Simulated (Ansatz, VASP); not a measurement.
# SrO: VASP beside Ansatz, part 2 of 2

Wanted: the spread between two codes on one cell, functional and k mesh.

VASP 6.6.1 and Ansatz 0.2.0.

So far. Step 2 (VASP: band structure, LDA): The PAW data sets were made with PBE, though LDA sets exist; this is a small mismatch. At this level the cell is under a tension of 4.5 GPa, so at these settings it is away from equilibrium. Step 4 (Comparison): Among the levels compared at these points, filled levels agree within 31 meV and empty ones within 60 meV. Ansatz's pressure holds a Pulay correction of 0.50 GPa; VASP's holds none.

### 6. VASP: band structure, PBE

Level of this step: PBE; plane waves and PAW (Sr_sv, O) (VASP).

The same cell, functional, mesh and smearing now go to VASP, with its own data sets and cutoff.

INCAR reads:

```
SYSTEM = SrO
PREC = Accurate
ENCUT = 520
EDIFF = 1E-06
NELM = 100
ISMEAR = 0
SIGMA = 0.02
LREAL = .FALSE.
ALGO = Normal
GGA = PE
NBANDS = 20
LORBIT = 11
LWAVE = .FALSE.
LCHARG = .FALSE.
KPAR = 4
```

POSCAR reads:

```
SrO
1.0
    0.0000000000      2.5806600000      2.5806600000
    2.5806600000      0.0000000000      2.5806600000
    2.5806600000      2.5806600000      0.0000000000
Sr O
1 1
Direct
    0.0000000000      0.0000000000      0.0000000000
    0.5000000000      0.5000000000      0.5000000000
```

KPOINTS reads:

```
Automatic mesh
0
Gamma
5 5 5
0 0 0
```

KPOINTS_OPT reads:

```
Line mode
16
Line-mode
Reciprocal
  0.00000000   0.00000000   0.00000000 GAMMA
  0.50000000   0.00000000   0.50000000 X

  0.50000000   0.00000000   0.50000000 X
  0.50000000   0.25000000   0.75000000 W

  0.50000000   0.25000000   0.75000000 W
  0.37500000   0.37500000   0.75000000 K

  0.37500000   0.37500000   0.75000000 K
  0.00000000   0.00000000   0.00000000 GAMMA

  0.00000000   0.00000000   0.00000000 GAMMA
  0.50000000   0.50000000   0.50000000 L

  0.50000000   0.50000000   0.50000000 L
  0.62500000   0.25000000   0.62500000 U

  0.62500000   0.25000000   0.62500000 U
  0.50000000   0.25000000   0.75000000 W

  0.50000000   0.25000000   0.75000000 W
  0.50000000   0.50000000   0.50000000 L

  0.50000000   0.50000000   0.50000000 L
  0.37500000   0.37500000   0.75000000 K

  0.62500000   0.25000000   0.62500000 U
  0.50000000   0.00000000   0.50000000 X
```

The projector-augmented-wave data sets are Sr_sv and O (PBE family, release 64).

Run with:

```sh
mpirun -np 4 vasp_std
```

Numbers of over 12 decimals in the logs are rounded to 6 here.

The program printed:

```text
[banner, memory and clock lines left out]
running    4 mpi-ranks, on    1 nodes
[...]
LDA part: xc-table for (Slater+PW92), standard interpolation
 POSCAR, INCAR and KPOINTS ok, starting setup
[...]
entering main loop
       N       E                     dE             d eps       ncg     rms          rms(c)
DAV:   1     0.665483773404E+02    0.66548E+02   -0.79323E+03   400   0.789E+02
DAV:   2    -0.110180093195E+02   -0.77566E+02   -0.73139E+02   512   0.194E+02
DAV:   3    -0.141825240031E+02   -0.31645E+01   -0.31319E+01   528   0.305E+01
DAV:   4    -0.142473206918E+02   -0.64797E-01   -0.64775E-01   484   0.403E+00
[...]
DAV:  11    -0.120477806967E+02   -0.78201E-04   -0.73094E-05   456   0.549E-02    0.278E-02
DAV:  12    -0.120478001678E+02   -0.19471E-04   -0.20540E-05   440   0.272E-02    0.682E-03
DAV:  13    -0.120478000116E+02    0.15619E-06   -0.47873E-07   404   0.496E-03
   1 F= -.12047800E+02 E0= -.12047800E+02  d E =-.128623E-11
 Start KPOINTS_OPT (optional k-point list driver)
k-point batch [1-10\160]
       N       E                     dE             ncg
DAV:   1    -0.750957643303E+03   -0.21578E+04      400
DAV:   2    -0.153201345435E+04   -0.78106E+03      464
DAV:   3    -0.156013765957E+04   -0.28124E+02      544
DAV:   4    -0.156075367701E+04   -0.61602E+00      536
DAV:   5    -0.156076096249E+04   -0.72855E-02      504
DAV:   6    -0.156076118613E+04   -0.22364E-03      548
DAV:   7    -0.156076119338E+04   -0.72477E-05      460
DAV:   8    -0.156076119361E+04   -0.23188E-06      388
[...]
k-point batch [151-160\160]
       N       E                     dE             ncg
DAV:   1    -0.790021592004E+03   -0.74202E+04      400
DAV:   2    -0.155601117421E+04   -0.76599E+03      508
DAV:   3    -0.158189268526E+04   -0.25882E+02      568
DAV:   4    -0.158221306823E+04   -0.32038E+00      456
DAV:   5    -0.158221782349E+04   -0.47553E-02      520
DAV:   6    -0.158221791229E+04   -0.88802E-04      472
DAV:   7    -0.158221791416E+04   -0.18653E-05      480
DAV:   8    -0.158221791419E+04   -0.35797E-07      268
```

Parts of OUTCAR (step 6):

```text
  Total        0.4904629      0.4904629      0.4904629     -0.0000000     -0.0000000      0.0000000
  in kB       22.8609548     22.8609548     22.8609548     -0.0000000     -0.0000000      0.0000000
  external PRESSURE =      22.8609548 kB  Pullay stress =       0.0000000 kB

 POSITION                                       TOTAL-FORCE (eV/Angst)
 -----------------------------------------------------------------------------------
      0.00000      0.00000      0.00000        -0.000000      0.000000      0.000000
      2.58066      2.58066      2.58066         0.000000     -0.000000     -0.000000
 -----------------------------------------------------------------------------------
    total drift:                                0.000000      0.000000      0.000000

  FREE ENERGIE OF THE ION-ELECTRON SYSTEM (eV)
  ---------------------------------------------------
  free  energy   TOTEN  =       -12.0478000116 eV

  energy  without entropy=      -12.0478000116  energy(sigma->0) =      -12.04780001

[... 2 parts as in an earlier step ...]

[... 1 further part left out ...]
[key lines of the parts left out:]
E-fermi :   1.6993
```

At this level the cell is under a pressure of 2.3 GPa, so at these settings it is away from equilibrium.

### 7. Differences

What differs besides the data sets and the points named for the pairs above, as far as they apply: VASP leaves aspherical gradient terms in its spheres out (LASPH is not set), Ansatz keeps them. Total energies have different zeros and are not compared.

The two programs side by side:

```
                                        quantity  Ansatz   VASP  difference
                                  pressure (GPa)    1.73   2.29       -0.56
pressure without Ansatz's Pulay correction (GPa)    1.37   2.29       -0.92
                   gap over the path points (eV)   3.317  3.270      +0.047
```

Levels at points of the path, from each program's valence-band top (eV; 3 filled, then empty):

```
k (reciprocal lattice)                             Ansatz                               VASP
     0.000 0.000 0.000      0.00 0.00 0.00 3.93 6.23 6.23      0.00 0.00 0.00 3.90 6.18 6.18
     0.167 0.000 0.167   -1.04 -0.10 -0.10 5.08 5.17 7.33   -1.05 -0.10 -0.10 5.06 5.13 7.29
     0.333 0.000 0.333   -1.09 -0.13 -0.13 3.82 6.77 9.61   -1.11 -0.14 -0.14 3.78 6.74 9.56
     0.500 0.000 0.500  -0.43 -0.09 -0.09 3.32 7.76 10.16  -0.45 -0.10 -0.10 3.27 7.72 10.10
     0.500 0.083 0.583   -0.44 -0.36 -0.17 3.69 8.01 9.09   -0.46 -0.37 -0.19 3.65 7.97 9.09
     0.500 0.183 0.683   -0.94 -0.45 -0.35 4.91 7.23 8.47   -0.95 -0.48 -0.37 4.88 7.21 8.43
     0.500 0.250 0.750   -1.09 -0.43 -0.43 6.01 6.01 8.58   -1.11 -0.45 -0.45 5.99 5.99 8.54
     0.450 0.300 0.750   -1.04 -0.45 -0.45 5.26 6.93 8.61   -1.06 -0.48 -0.47 5.23 6.91 8.56
     0.408 0.342 0.750   -0.96 -0.52 -0.46 4.89 7.62 8.66   -0.98 -0.54 -0.49 4.86 7.61 8.62
     0.350 0.350 0.700   -1.15 -0.69 -0.47 5.33 7.43 8.86   -1.18 -0.71 -0.49 5.30 7.42 8.82
```

Among the levels compared at these points, filled levels agree within 27 meV and empty ones within 57 meV. Ansatz's pressure holds a Pulay correction of 0.36 GPa; VASP's holds none.

### 8. Further runs

Further runs change the set-up of one program: Ansatz's method, potentials or start, or VASP's data sets, cutoff or form of LDA. The table gives Ansatz less VASP for each quantity, since a change that brings one quantity closer may part another.

```
                              run  pressure (GPa)  gap over the path points (eV)
                         as above           -0.56                          0.047
Ansatz's all-electron LAPW method           -0.56                          0.046
```

### 9. VASP: dielectric response, PBE

The response to a field tests empty states and converges slowly with the mesh.

INCAR reads:

```
SYSTEM = SrO
PREC = Accurate
ENCUT = 520
EDIFF = 1E-08
NELM = 100
ISMEAR = 0
SIGMA = 0.01
LREAL = .FALSE.
ALGO = Normal
GGA = PE
NBANDS = 14
LORBIT = 11
LWAVE = .FALSE.
LCHARG = .FALSE.
KPAR = 4
LEPSILON = .TRUE.
```

POSCAR is that of step 6.

KPOINTS reads:

```
Automatic mesh
0
Gamma
14 14 14
0 0 0
```

Run with:

```sh
mpirun -np 4 vasp_std
```

The program printed:

```text
[... set-up lines as in an earlier step ...]
 entering main loop
       N       E                     dE             d eps       ncg     rms          rms(c)
DAV:   1     0.708787139117E+02    0.70879E+02   -0.84608E+03  2920   0.111E+03
DAV:   2    -0.108135820578E+02   -0.81692E+02   -0.75084E+02  3938   0.231E+02
DAV:   3    -0.141556188241E+02   -0.33420E+01   -0.33254E+01  3626   0.425E+01
DAV:   4    -0.142467132626E+02   -0.91094E-01   -0.91064E-01  3752   0.670E+00
[...]
DAV:  14    -0.120483809823E+02    0.19188E-06   -0.18011E-07  3854   0.325E-03    0.220E-03
DAV:  15    -0.120483809489E+02    0.33425E-07   -0.22951E-08  3326   0.113E-03    0.306E-04
DAV:  16    -0.120483809395E+02    0.93523E-08   -0.12697E-09  1726   0.438E-04
   1 F= -.12048381E+02 E0= -.12048381E+02  d E =-.284614-119
 Linear response reoptimize wavefunctions to high precision
DAV:   1    -0.120483809508E+02   -0.11257E-07   -0.34028E-10  2236   0.218E-04
DAV:   2    -0.120483809508E+02   -0.17280E-10   -0.10206E-10  1582   0.832E-05
 Linear response G [H, r] |phi>, progress :
  Direction:   1
[...]
RMM:  13    -0.294446681104E+00   -0.16371E-06   -0.10030E-07 14635   0.194E-04    0.447E-05
RMM:  14    -0.294446615202E+00    0.65903E-07   -0.46158E-08 12028   0.947E-05    0.662E-06
 change of polarisation eV/A/(eV/A) component  2 :     0.030     0.534     0.006
 dielectric tensor                  component  2 :     0.160     3.809     0.033
 Linear response to external field, progress :
  Direction:   3
       N       E                     dE             d eps       ncg     rms          rms(c)
RMM:   1    -0.259961188257E+00   -0.25996E+00   -0.89819E-01 15364   0.276E+00
RMM:   2    -0.277885153235E+00   -0.17924E-01   -0.45865E-02 13667   0.708E-01    0.862E-01
RMM:   3    -0.272191496097E+00    0.56937E-02   -0.11880E-02 12139   0.797E-01    0.519E-01
RMM:   4    -0.285064062250E+00   -0.12873E-01   -0.84971E-03 12604   0.737E-01    0.207E-01
[...]
RMM:  12    -0.294446499274E+00   -0.42553E-06    0.12675E-07 16244   0.473E-04    0.465E-05
RMM:  13    -0.294446694845E+00   -0.19557E-06   -0.64911E-08 14731   0.198E-04    0.452E-05
RMM:  14    -0.294446634546E+00    0.60299E-07    0.71921E-09 12130   0.963E-05    0.548E-06
 change of polarisation eV/A/(eV/A) component  3 :     0.009     0.026     0.534
 dielectric tensor                  component  3 :     0.047     0.138     3.809
 Born effective charges drift removed
```

Parts of OUTCAR (step 9):

```text
  Total        0.4880978      0.4880978      0.4880978      0.0000000      0.0000000     -0.0000000
  in kB       22.7507138     22.7507138     22.7507138      0.0000000      0.0000000     -0.0000000
  external PRESSURE =      22.7507138 kB  Pullay stress =       0.0000000 kB

 POSITION                                       TOTAL-FORCE (eV/Angst)
 -----------------------------------------------------------------------------------
      0.00000      0.00000      0.00000         0.000000     -0.000000      0.000000
      2.58066      2.58066      2.58066        -0.000000      0.000000     -0.000000
 -----------------------------------------------------------------------------------
    total drift:                                0.000000      0.000000      0.000000

 MACROSCOPIC STATIC DIELECTRIC TENSOR (including local field effects in DFT)
 ------------------------------------------------------
           3.809405     0.000000     0.000000
           0.000000     3.809405     0.000000
          -0.000000    -0.000000     3.809405
 ------------------------------------------------------

[... 1 part as in an earlier step ...]

[... 1 further part left out ...]
```

Energies printed during the response cycles are not total energies of the cell.

### 10. Ansatz: dielectric response, PBE

The same cell, functional and mesh now go to Ansatz, which takes its cutoff from its data sets.

input.yaml reads:

```yaml
crystal:
  lattice:
    - [0.0, 2.58066, 2.58066]
    - [2.58066, 0.0, 2.58066]
    - [2.58066, 2.58066, 0.0]
  atoms:
    - { symbol: Sr, position: [0.0, 0.0, 0.0] }
    - { symbol: O, position: [0.5, 0.5, 0.5] }
hamiltonian:
  xc: pbe
  pseudopotentials: { kind: paw }
kpoints:
  mp_grid: { grid: [14, 14, 14] }
scf:
  occupations: { method: fixed }
dielectric:
  method: response
```

Run with:

```sh
ansatz run input.yaml --threads 2 --pin off --max-ram 4608MiB --backend cpu --events-out ev --progress --plain --runs-dir out
```

The program printed:

```text
[...]
Crystal: 2 atoms, lattice volume = 34.373 Å³
Basis set: ecut = 420 eV, 645 PW (Γ), exchange–correlation on 50×50×50 points (8 copies of the dense FFT grid, shifted against one another)
Bands: 12, of which v1, the nominal top of the filled ones, is band 8 counted from 1 (7 counted from 0)
Symmetry: 48 space group operations
k-points: 244 of 2744 (irreducible under 8 space group operations, time reversal used)
[...]
Born effective charges Z* (e; rows j = field, columns β = displacement):
    site 0:
         2.44657    0.00000    0.00000
         0.00000    2.44657    0.00000
         0.00000    0.00000    2.44657
    site 1:
        -2.44657   -0.00000   -0.00000
         0.00000   -2.44657   -0.00000
         0.00000   -0.00000   -2.44657
  Z* charge neutrality: 6.895e-6 e pre-enforcement
  k-mesh period / interband length: 51.1 Å / 1.55 Å = 33.05 at k = (0.0000, 0.0000, 0.0000), direct gap 3.927 eV — 14 or more, which is no proof of convergence
[key lines of the parts left out:]
SCF converged after 8 iterations
Free energy (F): -4114.625172 eV
Fermi energy:    7.814893 eV
```

The job ended after 15 s (2 threads of Arm Neoverse V1, shared host; peak memory 0.5 GiB).

### 11. Comparison

Compared:

```
                                     quantity  Ansatz   VASP  difference
                                        ε∞ xx    3.79   3.81     -0.41 %
                                        ε∞ yy    3.79   3.81     -0.41 %
                                        ε∞ zz    3.79   3.81     -0.41 %
Born charge of Sr1 (mean of the diagonal) (e)    2.45   2.45        0.00
 Born charge of O2 (mean of the diagonal) (e)   -2.45  -2.45        0.00
```

### 12. Summary of results

```json
{"difference in gap over the path points (band structure, LDA)": "0.057 eV", "difference in pressure (band structure, LDA)": "-0.70 GPa", "difference in gap over the path points (band structure, PBE)": "0.047 eV", "difference in pressure (band structure, PBE)": "-0.56 GPa", "difference in ε∞ xx (dielectric response, PBE)": "-0.41 %"}
```

In words: The difference in gap over the path points is 0.057 eV (band structure, LDA), within the 0.08 eV picked in this series as the mark of a large difference. For band structure, PBE, no further run moves any of the tabulated differences by more than a quarter of its size. 1 further run of this series is not shown here. How closely two codes agree says nothing of how well the functional describes the real material.

[Lines on the potential files, build, host, timing and source positions are cut from VASP's logs without a mark.]

[Logs are printed without paths, hosts, clocks, repeated set-up lines and the standing remarks that a program may print on its own settings, such as how far it seeks lower states.]

[Hosts, paths, dates, database ids (printed as entryN), source tags and the programs' standing remarks are cut or masked in the printed files.]

[VASP's PBE data sets in a run with another functional are called a small mismatch above; for pressures it isn't always small: they can move by 1 GPa and more.]
